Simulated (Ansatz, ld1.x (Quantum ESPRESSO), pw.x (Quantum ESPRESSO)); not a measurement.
## lanthanum: does the TM potential hold in the solid?

| Quantity | Value |
| --- | --- |
| Element | La |
| Generator | ld1.x (Quantum ESPRESSO) 7.5 |
| Type | norm-conserving Troullier–Martins (Kleinman–Bylander form) |
| Functional | PBEsol |
| Relativity | scalar-relativistic |
| Frozen core | [Xe] |
| Valence charge | 3 |
| Reference configuration | 4f0 5d1 6s2 6p0 |
| Partial waves | 6s (bound): rc 3.40 bohr; 5d (bound): rc 2.55 bohr; 4f (bound, empty): rc 1.55 bohr; 6p (bound, empty): rc 3.90 bohr |
| Local potential | the p channel |
| Core correction | a·sin(br)/r model core inside 1.10 bohr |

Atomic tests: cutoffs needed: 10 Ry and 12 Ry (the cutoffs (Ry, on a coarse ladder) from which the occupation-weighted sum of valence levels, in a spherical-Bessel basis at the reference potential, stays within 10 and 1 mRy of its value at 400 Ry) The cutoffs count occupied waves only; the empty 4f level needs 140 Ry at the loose tolerance.; ghost test: ghost state, extra bound levels that the all-electron valence spectrum of the same l lacks: s at -3.9 eV; a true bound ghost makes a file unfit for plane-wave use (spherical-Bessel basis up to 400 Ry, 20 bohr box); configuration tests: 4 of 7 tests not solved or not reliable.

Crystal test: fcc La in pw.x 7.5, no spin, 11³ k-points, Fermi–Dirac smearing 0.01 Ry, cutoffs 50/200 Ry. The reference is all-electron LAPW (Ansatz 0.2.0) with the same functional, mesh and smearing; V0 and B0 come from Birch–Murnaghan fits to the pressures at five volumes. Errors are pseudo minus all-electron; Δ is the rms difference of the E(V) curves that follow from these fits, minima aligned, over ±6 % about the mean V0. Mesh and smearing are coarse, so the numbers serve the comparison and aren't converged zero-temperature values; the lattice is a test structure that the element need not adopt.

| V (Å³/atom) | P all-electron (GPa) | P pseudo (GPa) |
| --- | --- | --- |
| 31.994 | 1.86 | 17.52 |
| 32.836 | 1.06 | 15.23 |
| 33.678 | 0.33 | 13.18 |
| 34.520 | -0.34 | 11.28 |
| 35.362 | -0.96 | 9.64 |

All-electron: a0 = 5.147 Å (V0 = 34.08 Å³/atom), B0 = 27.2 GPa.

Pseudopotential: mean pressure error (GPa): +12.98. The pressure does not cross zero within the volumes sampled, so no fit is given. The largest radius (3.90 bohr) exceeds half the bond length (3.42 bohr), so the spheres overlap, which is one possible source of error among others. This is a poor potential for the solid. The free energy does not fall steadily as the cutoff rises, most likely since the density grid, which shrinks with it, is too coarse for the model core; the lower cutoffs are not converged. Note: ghost state, extra bound levels that the all-electron valence spectrum of the same l lacks: s at -3.9 eV. A true bound ghost makes a file unfit for plane-wave use. Atomic configuration tests: 4 of 7 tests not solved or not reliable.

Q: At the middle volume, how do free energy and pressure move when the wave cutoff is lowered (ecutrho kept at four times it)?

A:

```csv
cutoff (Ry),shift of F (meV/atom),shift of P (GPa)
22,-34.0,+2.58
30,+15.2,-0.43
40,+18.0,+0.61
```

Input at the middle volume:

```
&control
  calculation='scf', prefix='x', pseudo_dir='./', outdir='./tmp', tstress=.true., disk_io='none'
/
&system
  ibrav=0, nat=1, ntyp=1, ecutwfc=50, ecutrho=200, nbnd=8,
  occupations='smearing', smearing='fd', degauss=0.01
/
&electrons
  conv_thr=1e-09, mixing_beta=0.4, electron_maxstep=70
/
ATOMIC_SPECIES
La 1.0 La.UPF
CELL_PARAMETERS angstrom
  0.00000000 2.56313865 2.56313865
  2.56313865 0.00000000 2.56313865
  2.56313865 2.56313865 0.00000000
ATOMIC_POSITIONS crystal
La 0.0000 0.0000 0.0000
K_POINTS automatic
11 11 11 0 0 0
```

```bash
pw.x < La.scf.in > La.scf.out
```

Lines of the output:

```
Message from routine setup:
     using ibrav=0 with symmetry is DISCOURAGED, use correct ibrav instead
     lattice parameter (alat)  =       6.8499  a.u.
     unit-cell volume          =     227.2704 (a.u.)^3
     number of electrons       =         3.00
     number of Kohn-Sham states=            8
     kinetic-energy cutoff     =      50.0000  Ry
     charge density cutoff     =     200.0000  Ry
     scf convergence threshold =      1.0E-09
     Exchange-correlation= PBESOL
     number of k points=    56  Fermi-Dirac smearing, width (Ry)=  0.0100
     iteration #  1     ecut=    50.00 Ry     beta= 0.40
     total energy              =     -25.82985574 Ry
     estimated scf accuracy    <       0.00081416 Ry
     iteration #  2     ecut=    50.00 Ry     beta= 0.40
     total energy              =     -25.82982847 Ry
     estimated scf accuracy    <       0.00024840 Ry
     iteration #  3     ecut=    50.00 Ry     beta= 0.40
     total energy              =     -25.82985025 Ry
     estimated scf accuracy    <       0.00000531 Ry
     iteration #  4     ecut=    50.00 Ry     beta= 0.40
     total energy              =     -25.82985088 Ry
     estimated scf accuracy    <       0.00000002 Ry
     iteration #  5     ecut=    50.00 Ry     beta= 0.40
     total energy              =     -25.82985102 Ry
     estimated scf accuracy    <          4.8E-09 Ry
     iteration #  6     ecut=    50.00 Ry     beta= 0.40
     the Fermi energy is     5.9425 ev
!    total energy              =     -25.82985102 Ry
     estimated scf accuracy    <          2.3E-11 Ry
     smearing contrib. (-TS)   =      -0.00545007 Ry
     The total energy is F=E-TS. E is the sum of the following terms:
     one-electron contribution =       3.31219123 Ry
     hartree contribution      =       0.00136579 Ry
     xc contribution           =     -24.87836769 Ry
     ewald contribution        =      -4.25959027 Ry
     convergence has been achieved in   6 iterations
          total   stress  (Ry/bohr**3)                   (kbar)     P=      131.85
     Message from routine punch:
     Nothing written, as per user request (disk_io='none')
```

The run at the middle volume (56 k-points, 6 iterations) took about 4.6 s on one core of a shared host (Neoverse-V2, 96 threads, 371 GiB, load 64).
